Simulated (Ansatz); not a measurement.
**BN: a line through an energy map**

One line of a two-coordinate grid on BN (P6_3/mmc, No. 194; 4 atoms in the cell): normal strain along z is varied, at normal strain along x = 7.3 %.

Computed with Ansatz 0.2.0 (DFT LDA, scalar-relativistic, plane waves, PAW, unless a step's input says otherwise).

17 further runs of the same task are left out: 17 set aside as unsound or not needed.

### 1 The structure to begin with

The structure is hexagonal, space group P6_3/mmc (No. 194). Conventional cell: a = 2.488 Å, b = 2.488 Å, c = 6.495 Å, α = 90.00°, β = 90.00°, γ = 120.00°. Around B (site symmetry -6m2) lie 3 N at 1.44 Å. N (site symmetry -6m2) is surrounded by 3 B at 1.44 Å.

Coordinates:

```cif
data_structure
_symmetry_space_group_name_H-M 'P 1'
_symmetry_Int_Tables_number 1
_cell_length_a 2.4884
_cell_length_b 2.4884
_cell_length_c 6.4953
_cell_angle_alpha 90.000
_cell_angle_beta 90.000
_cell_angle_gamma 120.000
_cell_volume 34.83
loop_
_atom_site_label
_atom_site_type_symbol
_atom_site_fract_x
_atom_site_fract_y
_atom_site_fract_z
_atom_site_occupancy
B1 B 0.33333 0.66667 0.25000 1
B2 B 0.66667 0.33333 0.75000 1
N1 N 0.33333 0.66667 0.75000 1
N2 N 0.66667 0.33333 0.25000 1
```

This cell was relaxed beforehand with the same method: volume 8.71 Å³/atom, gap on the mesh 4.07 eV.

### 2 Plan of the line

The energy is mapped over two homogeneous strains (x along [1 0 0], y along [1 2 0], z along [0 0 1] of the conventional cell).

First coordinate, normal strain along x: 7 values from −11.0 %. Second coordinate, normal strain along z: 7 values from −11.0 %.

Relaxed at each point: the atoms inside the fixed cell. Energies count from the relaxed crystal. Points are written as (first, second).

### 3 Grid point (7.3 %, −11.0 %)

input.yaml reads:

```yaml
crystal:
  lattice:
    - [2.6707478959, 0.0, 0.0]
    - [-1.335373948, 2.1549757989, 0.0]
    - [0.0, 0.0, 5.7807916289]
  atoms:
    - { symbol: B, position: [0.3333333333, 0.6666666667, 0.25] }
    - { symbol: B, position: [0.6666666667, 0.3333333333, 0.75] }
    - { symbol: "N", position: [0.3333333333, 0.6666666667, 0.75] }
    - { symbol: "N", position: [0.6666666667, 0.3333333333, 0.25] }
basis:
  ecutwfc: 520.0
kpoints:
  mp_grid: { grid: [12, 12, 4] }
hamiltonian:
  xc: lda
  pseudopotentials: { kind: paw, azcp: { folder: soft_1 } }
scf:
  occupations: { method: gaussian, width: 0.05 }
output:
  forces: true
  stress: true
  eigenvalues: true
relax:
  adjacent_minimum: "off"
  f_tol: 0.01
  max_steps: 30
```

Run with:

```sh
ansatz run input.yaml --threads 1 --pin off --max-ram 2048MiB --backend cpu --events-out ev --progress --plain --runs-dir out
```

Standard output (excerpt; [...] marks lines left out):

```text
Warning: <dir> the record states the generating functional pbe (its physics header spells it `PBE`), which answers neither for hamiltonian.xc's functional nor for the lda family's — results may be inconsistent (PPs are generated against a specific XC)
[...]
Warning: output.stress: scf.convergence.dr2_threshold = 1e-7 eV (the SCF's general default) is looser than the 4e-10 eV advised for a printed stress (1e-10 eV for each atom of the cell: 4). What an SCF threshold leaves in a stress goes as its square root, and in the free energy as the [...]
Warning: RAYON_NUM_THREADS=1 ignored (pool sized by the plan → 1); use --threads N
[...]
Pseudopotentials: kind: paw
Pseudopotential: B, paw, valence charge 3, recommended cutoff 420 eV (normal), <dir>
Pseudopotential: N, paw, valence charge 5, recommended cutoff 420 eV (normal), <dir>
Functional definition: SPW92
[...]
Crystal: 4 atoms, lattice volume = 33.271 Å³
Basis set: ecut = 520 eV, 893 PW (Γ)
Bands: 12, of which v1, the nominal top of the filled ones, is band 8 counted from 1 (7 counted from 0)
Symmetry: 8 space group operations
Space group: Cmcm (ITA 63), of the structure as read, at distance tolerance 3.2e-5 Å
k-points: 129 of 576
[...]
SCF iter   1: F=—  HF=-1054.361602 eV  |F-HF|=—  |Δ(HF+E_count)|=         —  Δρ=1.39e-1  dr2=6.04e0  ethr=3.10e-3  ⟨swp⟩=5.0  Hψ=8229  notcnv=0
[...]
relax step   1: F+E_penalty+E_count = -1052.18213806 eV  Δ(F+E_penalty+E_count) = +0.000e0 eV  max|allowed force component| = 6.064e-1 eV/Å  Δτ_max = 0.0000 Å  (6 SCF iters, dr2 threshold 2.50e-6 eV, accepted)
[...]
relax step   4: F+E_penalty+E_count = -1052.19411627 eV  Δ(F+E_penalty+E_count) = -2.200e-3 eV  max|allowed force component| = 3.467e-2 eV/Å  Δτ_max = 0.0406 Å  (6 SCF iters, dr2 threshold 1.53e-5 eV, accepted)
[...]
relax step   5: F+E_penalty+E_count = -1052.19415054 eV  Δ(F+E_penalty+E_count) = -3.427e-5 eV  max|allowed force component| = 2.628e-3 eV/Å  Δτ_max = 0.0019 Å  (6 SCF iters, accepted)
SCF converged after 6 iterations
Free energy (F): -1052.194151 eV
[...]
E sigma→0 (E₀):  -1052.194151 eV
Fermi energy:    7.581234 eV
[...]
--- Forces (eV/Å), atoms counted from 1 ---
  atom   1  B      0.00000000    -0.00262772     0.00000000
  atom   2  B     -0.00000000     0.00262772     0.00000000
  atom   3  N      0.00000000    -0.00233193     0.00000000
  atom   4  N     -0.00000000     0.00233193     0.00000000
[...]
--- Stress (GPa, compression-positive) ---
      -60.507290      -0.000000       0.000000
       -0.000000     -13.289047       0.000000
        0.000000       0.000000       4.978384
  P = ⅓ Tr σ = -22.9393 GPa (-229.393 kbar)
--- Band table (eV; the first three rows and the last of 129) ---
  k-point 0: bands = ["-11.8715", "-11.0372", "-1.1737", "2.9258", "3.7810", "3.9576", "4.2804", "4.4211", "11.5035", "15.3264", "15.5898", "16.0486"]
[...]
--- Relaxed structure (5 steps of the walk, 5 accepted, 0 SCFs on fresh bases) ---
  F+E_penalty+E_count = -1052.19415054 eV   max|allowed force component| = 2.628e-3 eV/Å
  atoms:
    - { symbol: B, position: [0.34585753023093174, 0.6917150604618637, 0.24999999999999997] }
    - { symbol: B, position: [0.6541424697690681, 0.30828493953813635, 0.7499999999999999] }
    - { symbol: N, position: [0.31728229621382803, 0.6345645924276562, 0.7499999999999999] }
    - { symbol: N, position: [0.682717703786172, 0.36543540757234394, 0.24999999999999997] }
```

It took 9.5 s on 1 thread of Intel Xeon 6975P-C (Granite Rapids), shared host; peak memory 0.41 GiB.

The steps of the relaxation:

| step | E - E(step 1) (eV/cell) | largest force component (eV/Å) |
| --- | --- | --- |
| 1 | 0.0000 | 0.6064 |
| 2 | -0.0011 | 0.3373 |
| 3 | -0.0098 | 0.2226 |
| 4 | -0.0120 | 0.0347 |
| 5 | -0.0120 | 0.0026 |

Step 1 is the start.

On the map this point reads 129 meV/atom.

### 4 The run at (7.3 %, −7.3 %)

input.yaml, as its differences from that of step 3:

```diff
@@ -4,3 +4,3 @@
     - [-1.335373948, 2.1549757989, 0.0]
-    - [0.0, 0.0, 5.7807916289]
+    - [0.0, 0.0, 6.0191680927]
   atoms:
@@ -23,2 +23,6 @@
   eigenvalues: true
+  write_density: true
+  write_potential: true
+  elf: true
+  volumetric_format: npy
 relax:
```

Run with:

```sh
ansatz run input.yaml --threads 1 --pin off --max-ram 2048MiB --backend cpu --events-out ev --progress --plain --runs-dir out
```

Standard output (excerpt; [...] marks lines left out):

```text
[...]
relax step   5: F+E_penalty+E_count = -1052.22562541 eV  Δ(F+E_penalty+E_count) = -3.365e-11 eV  max|allowed force component| = 5.500e-3 eV/Å  Δτ_max = 0.0000 Å  (6 SCF iters, accepted)
SCF converged after 6 iterations
Free energy (F): -1052.225625 eV
[...]
E sigma→0 (E₀):  -1052.225625 eV
Fermi energy:    7.072176 eV
[...]
--- Forces (eV/Å), atoms counted from 1 ---
  atom   1  B      0.00000000    -0.00266239     0.00000000
  atom   2  B     -0.00000000     0.00266239    -0.00000000
  atom   3  N      0.00000000    -0.00550029     0.00000000
  atom   4  N     -0.00000000     0.00550029    -0.00000000
[...]
--- Stress (GPa, compression-positive) ---
      -58.756202      -0.000000      -0.000000
       -0.000000     -13.054085       0.000000
       -0.000000       0.000000       2.518541
  P = ⅓ Tr σ = -23.0972 GPa (-230.972 kbar)
--- Band table (eV; the first three rows and the last of 129) ---
  k-point 0: bands = ["-12.2396", "-11.5964", "-1.3982", "2.0867", "3.3350", "3.4596", "3.8270", "3.9280", "10.6458", "14.8777", "15.1842", "15.5302"]
[...]
--- Relaxed structure (5 steps of the walk, 5 accepted, 0 SCFs on fresh bases) ---
  F+E_penalty+E_count = -1052.22562541 eV   max|allowed force component| = 5.500e-3 eV/Å
  atoms:
    - { symbol: B, position: [0.34496111847562616, 0.6899222369512523, 0.25] }
    - { symbol: B, position: [0.6550388815243738, 0.31007776304874757, 0.7500000000000001] }
    - { symbol: N, position: [0.3181978482515178, 0.6363956965030357, 0.7500000000000001] }
    - { symbol: N, position: [0.6818021517484822, 0.3636043034969642, 0.25] }
```

Run time: 11 s. Hardware: 1 thread of Intel Xeon 6975P-C (Granite Rapids), shared host; peak memory 0.41 GiB.

The maps below are laid out on this run's own conventional cell (a, b, c = 2.671, 4.310, 6.019 Å).

Density in a lattice plane of the grid's cell (edges 4.31 and 6.02 Å, at 0.000 of the third edge), which holds B and N.

Values in e/Å³, 12 rows by 8 columns:
```
0.04 0.11 0.27 0.29 0.18 0.14 0.12 0.07
0.10 0.38 1.65 1.87 0.80 0.44 0.41 0.18
0.13 0.66 3.27 3.65 1.63 0.48 0.65 0.28
0.10 0.38 1.66 1.87 0.80 0.44 0.41 0.18
0.04 0.11 0.27 0.29 0.18 0.14 0.12 0.07
0.02 0.04 0.06 0.07 0.06 0.07 0.06 0.04
0.04 0.07 0.12 0.14 0.18 0.29 0.27 0.11
0.10 0.18 0.41 0.44 0.80 1.87 1.66 0.38
0.13 0.28 0.65 0.48 1.63 3.65 3.27 0.66
0.10 0.18 0.41 0.44 0.80 1.87 1.65 0.38
0.04 0.07 0.12 0.14 0.18 0.29 0.27 0.11
0.02 0.04 0.06 0.07 0.06 0.07 0.06 0.04
```
Columns run along the first of these edges and rows up along the second, over one cell in 8 and 12 even steps from the bottom left corner. Atoms in the plane (fractional): B at (0.34, 0.25), B at (0.66, 0.75), N at (0.32, 0.75), N at (0.68, 0.25).

ELF in the same plane.

Values, 12 rows by 8 columns:
```
0.02 0.23 0.59 0.62 0.45 0.22 0.19 0.07
0.03 0.50 0.75 0.76 0.85 0.18 0.28 0.16
0.04 0.58 0.34 0.29 0.93 0.05 0.16 0.20
0.03 0.50 0.75 0.75 0.85 0.18 0.28 0.16
0.02 0.23 0.59 0.62 0.45 0.22 0.19 0.07
0.01 0.02 0.05 0.05 0.04 0.05 0.05 0.02
0.02 0.07 0.19 0.22 0.45 0.62 0.59 0.23
0.03 0.16 0.28 0.18 0.85 0.75 0.75 0.50
0.04 0.20 0.16 0.05 0.93 0.29 0.34 0.58
0.03 0.16 0.28 0.18 0.85 0.76 0.75 0.50
0.02 0.07 0.19 0.22 0.45 0.62 0.59 0.23
0.01 0.02 0.05 0.05 0.05 0.05 0.05 0.02
```
Columns run along the first of these edges and rows up along the second, over one cell in 8 and 12 even steps from the bottom left corner. Atoms in the plane (fractional): B at (0.34, 0.25), B at (0.66, 0.75), N at (0.32, 0.75), N at (0.68, 0.25).

Both are smooth fields of the valence electrons: close to the nuclei they are not physical.

Maxima of ELF outside the ion cores: 0.93 on the B–N line, 0.7 Å from B.

That is 121 meV/atom from the zero.

### 5 Grid point (7.3 %, −3.7 %)

input.yaml, as its differences from that of step 4:

```diff
@@ -4,3 +4,3 @@
     - [-1.335373948, 2.1549757989, 0.0]
-    - [0.0, 0.0, 6.0191680927]
+    - [0.0, 0.0, 6.2568950294]
   atoms:
@@ -23,6 +23,2 @@
   eigenvalues: true
-  write_density: true
-  write_potential: true
-  elf: true
-  volumetric_format: npy
 relax:
```

Run with:

```sh
ansatz run input.yaml --threads 1 --pin off --max-ram 2048MiB --backend cpu --events-out ev --progress --plain --runs-dir out
```

Standard output (excerpt; [...] marks lines left out):

```text
Warning: <dir> the record states the generating functional pbe (its physics header spells it `PBE`), which answers neither for hamiltonian.xc's functional nor for the lda family's — results may be inconsistent (PPs are generated against a specific XC)
[...]
Warning: output.stress: scf.convergence.dr2_threshold = 1e-7 eV (the SCF's general default) is looser than the 4e-10 eV advised for a printed stress (1e-10 eV for each atom of the cell: 4). What an SCF threshold leaves in a stress goes as its square root, and in the free energy as the [...]
Warning: RAYON_NUM_THREADS=1 ignored (pool sized by the plan → 1); use --threads N
[...]
[... 4 set-up lines as earlier in the session ...]
[...]
Crystal: 4 atoms, lattice volume = 36.011 Å³
Basis set: ecut = 520 eV, 971 PW (Γ)
Bands: 12, of which v1, the nominal top of the filled ones, is band 8 counted from 1 (7 counted from 0)
[... 1 set-up line as earlier in the session ...]
Space group: Cmcm (ITA 63), of the structure as read, at distance tolerance 3.3e-5 Å
[...]
SCF converged after 6 iterations
Free energy (F): -1052.239442 eV
[...]
E sigma→0 (E₀):  -1052.239442 eV
Fermi energy:    6.643187 eV
[...]
--- Forces (eV/Å), atoms counted from 1 ---
  atom   1  B     -0.00000000     0.00073324     0.00000000
  atom   2  B      0.00000000    -0.00073324     0.00000000
  atom   3  N     -0.00000000     0.00049301     0.00000000
  atom   4  N      0.00000000    -0.00049301     0.00000000
[...]
--- Stress (GPa, compression-positive) ---
      -56.885228      -0.000000       0.000000
       -0.000000     -12.784450       0.000000
        0.000000       0.000000       0.825135
  P = ⅓ Tr σ = -22.9482 GPa (-229.482 kbar)
--- Band table (eV; the first three rows and the last of 129) ---
  k-point 0: bands = ["-12.5939", "-12.0990", "-1.6149", "1.3455", "2.9167", "3.0053", "3.4069", "3.4779", "9.8890", "14.4386", "14.7986", "14.8584"]
[...]
--- Relaxed structure (4 steps of the walk, 4 accepted, 0 SCFs on fresh bases) ---
  F+E_penalty+E_count = -1052.23944178 eV   max|allowed force component| = 7.332e-4 eV/Å
  atoms:
    - { symbol: B, position: [0.3464950323845661, 0.6929900647691324, 0.24999999999999997] }
    - { symbol: B, position: [0.6535049676154336, 0.30700993523086756, 0.7499999999999999] }
    - { symbol: N, position: [0.31665054706171597, 0.6333010941234319, 0.7499999999999999] }
    - { symbol: N, position: [0.683349452938284, 0.36669890587656795, 0.24999999999999997] }
```

Wall time 7.9 s (1 thread of Intel Xeon 6975P-C (Granite Rapids), shared host); peak memory 0.41 GiB.

Relaxation path:

| step | E - E(step 1) (eV/cell) | largest force component (eV/Å) |
| --- | --- | --- |
| 1 | 0.0000 | 0.5716 |
| 2 | -0.0059 | 0.3338 |
| 3 | -0.0100 | 0.0388 |
| 4 | -0.0101 | 0.0007 |

Step 1 is the start.

On the map this point reads 118 meV/atom.

### 6 The run at (7.3 %, 0.0 %)

input.yaml, as its differences from that of step 5:

```diff
@@ -4,3 +4,3 @@
     - [-1.335373948, 2.1549757989, 0.0]
-    - [0.0, 0.0, 6.2568950294]
+    - [0.0, 0.0, 6.4952714932]
   atoms:
```

Run with:

```sh
ansatz run input.yaml --threads 1 --pin off --max-ram 2048MiB --backend cpu --events-out ev --progress --plain --runs-dir out
```

Standard output (excerpt; [...] marks lines left out):

```text
[...]
relax step   4: F+E_penalty+E_count = -1052.24140040 eV  Δ(F+E_penalty+E_count) = -1.429e-5 eV  max|allowed force component| = 1.035e-4 eV/Å  Δτ_max = 0.0049 Å  (6 SCF iters, accepted)
SCF converged after 6 iterations
Free energy (F): -1052.241400 eV
[...]
E sigma→0 (E₀):  -1052.241400 eV
Fermi energy:    6.229474 eV
[...]
--- Forces (eV/Å), atoms counted from 1 ---
  atom   1  B      0.00000000    -0.00010345     0.00000000
  atom   2  B     -0.00000000     0.00010345     0.00000000
  atom   3  N      0.00000000    -0.00003393     0.00000000
  atom   4  N     -0.00000000     0.00003393     0.00000000
[...]
--- Stress (GPa, compression-positive) ---
      -55.048428      -0.000000      -0.000000
       -0.000000     -12.425983       0.000000
       -0.000000       0.000000      -0.281848
  P = ⅓ Tr σ = -22.5854 GPa (-225.854 kbar)
--- Band table (eV; the first three rows and the last of 129) ---
  k-point 0: bands = ["-12.9349", "-12.5551", "-1.8259", "0.6851", "2.5262", "2.5887", "3.0125", "3.0630", "9.2182", "14.0091", "14.0953", "14.4322"]
[...]
--- Relaxed structure (4 steps of the walk, 4 accepted, 0 SCFs on fresh bases) ---
  F+E_penalty+E_count = -1052.24140040 eV   max|allowed force component| = 1.035e-4 eV/Å
  atoms:
    - { symbol: B, position: [0.34698190638425, 0.6939638127685002, 0.24999999999999997] }
    - { symbol: B, position: [0.6530180936157497, 0.30603618723149956, 0.7499999999999999] }
    - { symbol: N, position: [0.31617782835938996, 0.63235565671878, 0.7499999999999999] }
    - { symbol: N, position: [0.6838221716406097, 0.3676443432812197, 0.24999999999999997] }
```

Wall time 8.2 s (1 thread of Intel Xeon 6975P-C (Granite Rapids), shared host); peak memory 0.41 GiB.

That is 118 meV/atom from the zero.

### 7 Grid point (7.3 %, 3.7 %)

input.yaml, as its differences from that of step 6:

```diff
@@ -4,3 +4,3 @@
     - [-1.335373948, 2.1549757989, 0.0]
-    - [0.0, 0.0, 6.4952714932]
+    - [0.0, 0.0, 6.733647957]
   atoms:
```

Run with:

```sh
ansatz run input.yaml --threads 1 --pin off --max-ram 2048MiB --backend cpu --events-out ev --progress --plain --runs-dir out
```

Standard output (excerpt; [...] marks lines left out):

```text
[...]
relax step   5: F+E_penalty+E_count = -1052.23586574 eV  Δ(F+E_penalty+E_count) = -4.789e-6 eV  max|allowed force component| = 6.941e-5 eV/Å  Δτ_max = 0.0018 Å  (4 SCF iters, accepted)
SCF converged after 4 iterations
Free energy (F): -1052.235866 eV
[...]
E sigma→0 (E₀):  -1052.235866 eV
Fermi energy:    5.847036 eV
[...]
--- Forces (eV/Å), atoms counted from 1 ---
  atom   1  B      0.00000000    -0.00003527     0.00000000
  atom   2  B     -0.00000000     0.00003527     0.00000000
  atom   3  N      0.00000000    -0.00006941     0.00000000
  atom   4  N     -0.00000000     0.00006941     0.00000000
[...]
--- Stress (GPa, compression-positive) ---
      -53.271663      -0.000000       0.000000
       -0.000000     -12.055726       0.000000
        0.000000       0.000000      -0.948219
  P = ⅓ Tr σ = -22.0919 GPa (-220.919 kbar)
--- Band table (eV; the first three rows and the last of 129) ---
  k-point 0: bands = ["-13.2607", "-12.9697", "-2.0312", "0.0960", "2.1613", "2.2054", "2.6450", "2.6812", "8.6243", "13.3635", "13.5887", "14.0867"]
[...]
--- Relaxed structure (5 steps of the walk, 5 accepted, 0 SCFs on fresh bases) ---
  F+E_penalty+E_count = -1052.23586574 eV   max|allowed force component| = 6.941e-5 eV/Å
  atoms:
    - { symbol: B, position: [0.34683258222263336, 0.6936651644452668, 0.25] }
    - { symbol: B, position: [0.6531674177773664, 0.30633483555473306, 0.75] }
    - { symbol: N, position: [0.31633555404349706, 0.6326711080869941, 0.75] }
    - { symbol: N, position: [0.6836644459565028, 0.3673288919130058, 0.25] }
```

Wall time 10 s (1 thread of Intel Xeon 6975P-C (Granite Rapids), shared host); peak memory 0.41 GiB.

On the map this point reads 119 meV/atom.

### 8 The run at (7.3 %, 11.0 %)

input.yaml, as its differences from that of step 7:

```diff
@@ -4,3 +4,3 @@
     - [-1.335373948, 2.1549757989, 0.0]
-    - [0.0, 0.0, 6.733647957]
+    - [0.0, 0.0, 7.2097513575]
   atoms:
```

Run with:

```sh
ansatz run input.yaml --threads 1 --pin off --max-ram 2048MiB --backend cpu --events-out ev --progress --plain --runs-dir out
```

Standard output (excerpt; [...] marks lines left out):

```text
Warning: <dir> the record states the generating functional pbe (its physics header spells it `PBE`), which answers neither for hamiltonian.xc's functional nor for the lda family's — results may be inconsistent (PPs are generated against a specific XC)
[...]
Warning: output.stress: scf.convergence.dr2_threshold = 1e-7 eV (the SCF's general default) is looser than the 4e-10 eV advised for a printed stress (1e-10 eV for each atom of the cell: 4). What an SCF threshold leaves in a stress goes as its square root, and in the free energy as the [...]
Warning: RAYON_NUM_THREADS=1 ignored (pool sized by the plan → 1); use --threads N
[...]
[... 4 set-up lines as earlier in the session ...]
[...]
Crystal: 4 atoms, lattice volume = 41.495 Å³
Basis set: ecut = 520 eV, 1119 PW (Γ)
Bands: 12, of which v1, the nominal top of the filled ones, is band 8 counted from 1 (7 counted from 0)
[... 1 set-up line as earlier in the session ...]
Space group: Cmcm (ITA 63), of the structure as read, at distance tolerance 3.5e-5 Å
[...]
SCF converged after 4 iterations
Free energy (F): -1052.214231 eV
[...]
E sigma→0 (E₀):  -1052.214231 eV
Fermi energy:    5.190093 eV
[...]
--- Forces (eV/Å), atoms counted from 1 ---
  atom   1  B      0.00000000    -0.00031670     0.00000000
  atom   2  B     -0.00000000     0.00031670     0.00000000
  atom   3  N      0.00000000    -0.00029534     0.00000000
  atom   4  N     -0.00000000     0.00029534     0.00000000
[...]
--- Stress (GPa, compression-positive) ---
      -49.961871      -0.000000      -0.000000
       -0.000000     -11.351760       0.000000
       -0.000000       0.000000      -1.438772
  P = ⅓ Tr σ = -20.9175 GPa (-209.175 kbar)
--- Band table (eV; the first three rows and the last of 129) ---
  k-point 0: bands = ["-13.8651", "-13.6950", "-2.4263", "-0.9050", "1.5031", "1.5249", "1.9831", "2.0020", "7.6292", "11.9941", "12.7675", "13.4537"]
[...]
--- Relaxed structure (5 steps of the walk, 5 accepted, 0 SCFs on fresh bases) ---
  F+E_penalty+E_count = -1052.21423077 eV   max|allowed force component| = 3.167e-4 eV/Å
  atoms:
    - { symbol: B, position: [0.34669796952212867, 0.6933959390442574, 0.25] }
    - { symbol: B, position: [0.6533020304778712, 0.3066040609557424, 0.75] }
    - { symbol: N, position: [0.31648627354118597, 0.632972547082372, 0.75] }
    - { symbol: N, position: [0.683513726458814, 0.367027452917628, 0.25] }
```

Wall time 11 s (1 thread of Intel Xeon 6975P-C (Granite Rapids), shared host); peak memory 0.42 GiB.

Relaxation path:

```csv
step,E - E(step 1) (eV/cell),largest force component (eV/Å)
1,0.0000,0.5477
2,-0.0053,0.3327
3,-0.0085,0.0139
4,-0.0085,0.0138
5,-0.0085,0.0003
```

Step 1 is the start.

That is 124 meV/atom from the zero.

### 9 What came out

| normal strain along z (%) | step | energy (meV/atom) | slope (meV/atom per %) | pressure (GPa) | band gap on the k-mesh (eV) |
| --- | --- | --- | --- | --- | --- |
| −11.0 | 3 | 129 | −2.90 | −22.94 | 3.48 |
| −7.3 | 4 | 121 | −1.47 | −23.10 | 3.58 |
| −3.7 | 5 | 118 | −0.48 | −22.95 | 3.63 |
| 0.0 | 6 | 118 | 0.16 | −22.59 | 3.69 |
| 3.7 | 7 | 119 | 0.55 | −22.09 | 3.78 |
| 7.3 | – | 121 | 0.76 | −21.52 | 3.86 |
| 11.0 | 8 | 124 | 0.84 | −20.92 | 3.93 |

Energies count from the relaxed crystal. Rows without a step come from runs not printed here or follow by symmetry. Slopes come from the forces (and the stress, where the cell changes), not from differences of energies.

In words: Along the line the energy is lowest at 0.0 %, 118 meV/atom from the zero. Energies and slopes round the minimum, fitted together, put the minimum at −1.12 %, with a curvature of about 0.16 meV/atom per %². Divided by the reference volume, that is a stiffness of about 29 GPa for this pattern of strain. The highest point computed, at −11.0 %, lies 12 meV/atom above the lowest. This is one cut through a surface in two coordinates; the map's lowest point lies off it.

The gaps are Kohn-Sham values of a semilocal functional, not quasiparticle or optical gaps. Such gaps usually fall short of the measured ones.
